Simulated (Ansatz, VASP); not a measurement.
**One calculation of Te, two programs**

```xyz
2
Lattice="3.7639 0.0000 0.0000 -1.8820 3.2596 0.0000 0.0000 0.0000 4.4228" Properties=species:S:1:pos:R:3 pbc="T T T"
Te    0.0000    2.1731    1.1057
Te    1.8820    1.0865    3.3171
```

Alike in both runs: functional PBEsol; k mesh 14 × 14 × 8; occupations fermi-dirac, width 0.08 eV; no spin polarisation.

Ansatz relaxed the structure, and its values are those at the end. VASP's run is a single point on that final structure, the one shown.

|  | VASP | Ansatz |
| --- | --- | --- |
| version | VASP 6.6.1 | Ansatz 0.2.0 |
| potentials or method | VASP PAW PBE potentials, release 64 (Te) | PAW with Ansatz's default frozen-core files, scalar-relativistic |
| plane-wave cutoff (eV) | 520 | 420 |
| valence electrons in the cell | 12 | 32 |

```csv
,VASP,Ansatz,Ansatz less VASP
pressure (GPa),4.4,4.3,-0.04
```

The two sets of potentials don't hold the same shells in valence.

Caveats: the PAW data sets were made with another functional, which shifts forces and pressure a little (VASP). Spin-orbit coupling is left out, which matters for the levels of Te.
